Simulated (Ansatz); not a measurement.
Structure relaxation of Te

Theory: Ansatz 0.2.0, DFT PBEsol, scalar-relativistic, plane waves, PAW. Cutoff 420 eV, Γ-centred k mesh, Gaussian smearing, no spin polarisation in the final step.

This is the end of a relaxation of cell and atoms.

```yaml
crystal:
  lattice:
    - [4.90527, 0.00000, 0.00000]
    - [-2.45264, 4.24809, 0.00000]
    - [0.00000, 0.00000, 9.93339]
  atoms:
    - { symbol: Te, position: [0.33333, 0.66667, 0.46350] }
    - { symbol: Te, position: [0.66667, 0.33333, 0.96350] }
    - { symbol: Te, position: [0.66667, 0.33333, 0.53650] }
    - { symbol: Te, position: [0.33333, 0.66667, 0.03650] }
```

Energies count from the standard state of Te at the same level.

What space group does it have?

P6_3/mmc (No. 194). Conventional cell: a = 4.905 Å, c = 9.933 Å. Te has 3 Te at 2.92 Å.

How far above the standard state of Te does it lie?

0.40 eV/atom.

Is it a metal?

Yes, bands cross the Fermi level on the 12×12×6 mesh.

The final run used a 12×12×6 mesh on its 4-atom cell and 0.10 eV smearing. The k mesh leaves about 4 meV/atom of noise in metals. No dispersion correction is applied, so the spacing between layers, chains or molecules is poorly fixed, and with it the volume and density. Spin–orbit coupling is left out. The cell came from a trial start, so Te may not exist in this structure.